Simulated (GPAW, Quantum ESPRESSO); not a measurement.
The F K edge of atom 2 in NaF (Villiaumite, Fm-3m), with 6 Na at 2.32 Å (octahedral, site symmetry m-3m), was computed in 2 ways: full core hole (charged cell) and no core hole. Program and functional: Quantum ESPRESSO XSpectra, PBE, Lorentzian half width 0.3 eV up to 4 eV, rising linearly to 2.5 eV at 25 eV; cells of 2 and 12 atoms (the run without a hole in the smaller).

Each run is counted from its own lowest empty level or Fermi level and scaled to a mean of 1 over its first 20 eV. (XSpectra's own axis starts at xe0, in the gap; it has been shifted.)

| E (eV) | run 1 | run 2 |
| --- | --- | --- |
| -2.00 | 0.03 | 0.03 |
| -1.25 | 0.04 | 0.03 |
| -0.50 | 0.05 | 0.05 |
| 0.25 | 0.08 | 0.08 |
| 1.00 | 0.17 | 0.16 |
| 1.75 | 0.30 | 0.39 |
| 2.50 | 0.64 | 0.54 |
| 3.25 | 1.22 | 0.76 |
| 4.00 | 1.72 | 0.98 |
| 4.75 | 1.99 | 1.20 |
| 5.50 | 2.00 | 1.51 |
| 6.25 | 1.74 | 2.04 |
| 7.00 | 1.40 | 2.08 |
| 7.75 | 1.01 | 1.48 |
| 8.50 | 0.81 | 1.10 |
| 9.25 | 0.72 | 0.94 |
| 10.00 | 0.74 | 0.87 |
| 10.75 | 0.84 | 0.88 |
| 11.50 | 0.99 | 0.97 |
| 12.25 | 1.13 | 1.11 |
| 13.00 | 1.15 | 1.22 |
| 13.75 | 1.05 | 1.19 |
| 14.50 | 0.93 | 1.07 |
| 15.25 | 0.86 | 0.97 |
| 16.00 | 0.83 | 0.91 |
| 16.75 | 0.83 | 0.87 |
| 17.50 | 0.85 | 0.84 |
| 18.25 | 0.88 | 0.84 |
| 19.00 | 0.94 | 0.87 |
| 19.75 | 1.01 | 0.94 |
| 20.50 | 1.05 | 1.02 |
| 21.25 | 1.05 | 1.08 |
| 22.00 | 1.00 | 1.10 |
| 22.75 | 0.92 | 1.07 |
| 23.50 | 0.83 | 1.01 |
| 24.25 | 0.76 | 0.93 |
| 25.00 | 0.71 | 0.87 |
| 25.75 | 0.69 | 0.83 |
| 26.50 | 0.67 | 0.80 |
| 27.25 | 0.65 | 0.76 |
| 28.00 | 0.62 | 0.70 |
| 28.75 | 0.58 | 0.65 |
| 29.50 | 0.55 | 0.59 |
| 30.25 | 0.54 | 0.56 |
| 31.00 | 0.54 | 0.54 |
| 31.75 | 0.54 | 0.54 |

Q: Which run is which?

Run 1: full core hole (charged cell) (area from −2 to 6 eV 6.4, main maxima 5.1 eV (2.05), 12.8 eV (1.16) and 20.8 eV (1.05)). Run 2: no core hole (area from −2 to 6 eV 4.5, main maxima 6.6 eV (2.19), 13.2 eV (1.22) and 21.8 eV (1.10)). With each curve scaled to its own mean, the area from −2 to 6 eV with the hole is 6.4 against 4.5, and the centre of weight from −1 to 20 eV moves by -0.4 eV: the hole pulls the absorber's empty states down.

[Hosts, paths, dates, database ids (printed as entryN), source tags and the programs' standing remarks are cut or masked in the printed files.]

[Lists of maxima count a maximum above −3 eV only where it reaches 4 % of the highest in the window and stands out from its surroundings by 2 % of it (1.5 % where it reaches 55 %); shoulders and weaker maxima are passed over, and of the rest the first, up to two pre-edge ones and the few strongest are named.]
